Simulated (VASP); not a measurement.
A run of VASP 6.6.1 is set up as follows.

Contents of INCAR:

```
SYSTEM = KCl
  PREC = Accurate
  ENCUT = 520
  EDIFF = 1E-8
  ISMEAR = 0
  SIGMA = 0.05
  LREAL = .False.
  LASPH = .True.
  NELM = 60
  ALGO = Normal
  ISIF = 2
  LWAVE = .False.
  LCHARG = .False.
  GGA = PS
  LEFG = .True.
  NBANDS = 15
```

KPOINTS

```
Automatic mesh
0
Gamma
  10 10 10
  0 0 0
```

POSCAR

```
KCl
1.0
    0.0000000000      3.1208305160      3.1208305160
    3.1208305160      0.0000000000      3.1208305160
    3.1208305160      3.1208305160      0.0000000000
K Cl
1 1
Direct
    0.0000000000      0.0000000000      0.0000000000
    0.5000000000      0.5000000000      0.5000000000
```

Potentials or basis: VASP PAW PBE potentials, release 64 (K_sv, Cl).

Command:

```sh
$ cat potpaw_PBE.64/K_sv/POTCAR potpaw_PBE.64/Cl/POTCAR > POTCAR
$ mpirun -np 1 vasp_std > vasp.out
```

Question: Predict the pressure.

Answer: 0.1 GPa.

Question: What does it give for the band gap on the k mesh?

Answer: 5.10 eV.

Caveat: the PAW data sets were made with another functional, which shifts forces and pressure a little.

**Experimental background.**

From a printed reference work, monograph, for a bulk crystal of KCl: band gap 8.68 eV.

A measured gap of KCl is 8.68 eV (a printed reference work, monograph); the calculated 5.10 eV misses it by -3.58 eV. The value is that of PBEsol on a finite k mesh, which can miss the band edges, without temperature or zero-point motion. Semilocal functionals fall short of measured gaps as a rule.
